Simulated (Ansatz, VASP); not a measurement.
**LiH: VASP beside Ansatz**

```
Li H
1.0
     0.00000    2.03675    2.03675
     2.03675    0.00000    2.03675
     2.03675    2.03675    0.00000
Li H
1 1
Cartesian
  0.0000 0.0000 0.0000
  2.0368 2.0368 2.0368
```

Alike in both runs: functional r2SCAN0; k mesh 6 × 6 × 6; occupations fermi-dirac, width 0.05 eV; no spin polarisation.

```csv
,VASP,Ansatz
version,VASP 6.6.1,Ansatz 0.2.0
potentials or method,"VASP PAW PBE potentials, release 64 (Li_sv, H)",Ansatz PAW
plane-wave cutoff (eV),520,500
valence electrons in the cell,4,4
task,single point,projected density of states
```

VASP gave:

```
gap on the k mesh at the Fermi level (eV) : 5.16
least direct gap on the mesh (eV)         : 5.16
```

**Question.** Estimate Ansatz's values.

**Answer.** gap on the k mesh at the Fermi level (eV): 5.14; least direct gap on the mesh (eV): 5.14.

Caveats: the k mesh is coarse (spacing up to 0.45 Å⁻¹), so the values aren't converged, least of all with exact exchange; the density of states is complete only up to the lowest level of the last band computed (Ansatz). A k mesh can miss the band edges.
